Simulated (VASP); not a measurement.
A run of VASP 6.6.1:

File POSCAR:

```
Yb
1.0
    2.6286687620      2.6286687620      5.2573375240
    2.6286687620     -2.6286687620      0.0000000000
    2.6286687620      2.6286687620      0.0000000000
Yb
2
Direct
    0.0000000000      0.0000000000      0.0000000000
    0.5000000000      0.5000000000      0.0000000000
```

The input INCAR.step1:

```
SYSTEM = Yb
PREC = Accurate
ENCUT = 520
EDIFF = 1E-7
ISMEAR = -1
SIGMA = 0.02
LREAL = .FALSE.
LASPH = .TRUE.
NELM = 100
ALGO = Fast
ISIF = 2
LWAVE = .FALSE.
LCHARG = .TRUE.
MAGMOM = 0 0 1 0 0 -1
LORBIT = 11
LSORBIT = .TRUE.
GGA_COMPAT = .FALSE.
LORBMOM = .TRUE.
LMAXMIX = 6
LDAU = .TRUE.
LDAUTYPE = 2
LDAUL = 3
LDAUU = 8
LDAUJ = 0
LDAUPRINT = 1
GGA = PE
```

Contents of KPOINTS.step1:

```
regular mesh
0
G
  9 9 9
  0 0 0
```

File INCAR.step2:

```
SYSTEM = Yb
PREC = Accurate
ENCUT = 520
EDIFF = 1E-7
ISMEAR = 0
SIGMA = 0.05
LREAL = .FALSE.
LASPH = .TRUE.
NELM = 100
ALGO = Fast
ISIF = 2
LWAVE = .FALSE.
LCHARG = .FALSE.
MAGMOM = 0 0 1 0 0 -1
LORBIT = 11
LSORBIT = .TRUE.
GGA_COMPAT = .FALSE.
LORBMOM = .TRUE.
LMAXMIX = 6
LDAU = .TRUE.
LDAUTYPE = 2
LDAUL = 3
LDAUU = 8
LDAUJ = 0
LDAUPRINT = 1
GGA = PE
ICHARG = 11
```

KPOINTS.step2

```
path GXMGZRAZ,XR,MA
20
line-mode
reciprocal
 0.0000000000  0.0000000000  0.0000000000  G
 0.0000000000  0.5000000000  0.0000000000  X

 0.0000000000  0.5000000000  0.0000000000  X
-0.5000000000  0.5000000000 -0.5000000000  M

-0.5000000000  0.5000000000 -0.5000000000  M
 0.0000000000  0.0000000000  0.0000000000  G

 0.0000000000  0.0000000000  0.0000000000  G
 0.5000000000  0.0000000000  0.0000000000  Z

 0.5000000000  0.0000000000  0.0000000000  Z
 0.5000000000  0.5000000000  0.0000000000  R

 0.5000000000  0.5000000000  0.0000000000  R
 0.0000000000  0.5000000000 -0.5000000000  A

 0.0000000000  0.5000000000 -0.5000000000  A
 0.5000000000  0.0000000000  0.0000000000  Z

 0.0000000000  0.5000000000  0.0000000000  X
 0.5000000000  0.5000000000  0.0000000000  R

-0.5000000000  0.5000000000 -0.5000000000  M
 0.0000000000  0.5000000000 -0.5000000000  A
```

Potentials or basis: VASP PAW PBE potentials, release 64 (Yb_2), 4f in core.

Launch:

```bash
$ cat potpaw_PBE.64/Yb_2/POTCAR > POTCAR
$ cp INCAR.step1 INCAR
$ cp KPOINTS.step1 KPOINTS
$ mpirun -np 1 vasp_ncl > vasp.out
$ cp INCAR.step2 INCAR
$ cp KPOINTS.step2 KPOINTS
$ mpirun -np 1 vasp_ncl > vasp.out
```

Hardware: 1 thread of Intel(R) Xeon(R) Platinum 8559C (Emerald Rapids), with other jobs on the host.

**Question.** How long does it take, and how much memory?

**Answer.** Wall time 11 min on 1 thread of Intel(R) Xeon(R) Platinum 8559C (Emerald Rapids), with other jobs on the host, peak memory 0.61 GiB. Counts: scf iterations 9, k points 180.
